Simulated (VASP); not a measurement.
Write the native input for VASP 6.6.1 that does the following.

| Item | Value |
| --- | --- |
| Task | relaxation of cell and atoms |
| Functional | PBE |
| Potentials or basis | VASP PAW PBE potentials, release 64 (In_d) |
| Cutoff | 600 eV |
| k mesh | 20 × 20 × 20 |
| Occupations | methfessel-paxton, width 0.1 eV |
| Spin | no spin polarisation |
| Further INCAR settings | ALGO = Normal; EDIFF = 1e-06; IBRION = 2; EDIFFG = -0.01; NSW = 90; ISIF = 3 |

The structure of In lies in POSCAR:

```
In
1.0
   -1.6254700000      1.6254700000      2.4737000000
    1.6254700000     -1.6254700000      2.4737000000
    1.6254700000      1.6254700000     -2.4737000000
In
1
Direct
    0.0000000000      0.0000000000      0.0000000000
```

The input as run:

INCAR

```
SYSTEM = In
PREC = Accurate
ENCUT = 600
EDIFF = 1E-6
ISMEAR = 1
SIGMA = 0.1
LREAL = .False.
LASPH = .True.
NELM = 80
ALGO = Normal
ISIF = 3
LWAVE = .False.
LCHARG = .False.
GGA = PE
IBRION = 2
NSW = 90
EDIFFG = -0.01
```

KPOINTS

```
Automatic mesh
0
Gamma
  20 20 20
  0 0 0
```

Potentials or basis: VASP PAW PBE potentials, release 64 (In_d).

Command:

```console
$ cat potpaw_PBE.64/In_d/POTCAR > POTCAR
$ mpirun -np 1 vasp_std > vasp.out
```

It gave:

The relaxed volume is 27.51 Å³/atom and the relaxed cell is a = 3.420 Å, b = 3.420 Å, c = 3.420 Å, α = 121.72°, β = 121.72°, γ = 87.04°. The space group after relaxing (to 0.05 Å) is I4/mmm (No. 139) and the energy gained by relaxing is 9.1 meV/atom. The ionic steps are 11. The pressure after relaxing is 0.0 GPa and the band gap on the k mesh is none (metal or under the smearing width).

Wall time 6.7 min on 1 thread of Intel(R) Xeon(R) 6975P-C (Granite Rapids), on a shared host, peak memory 0.36 GiB.
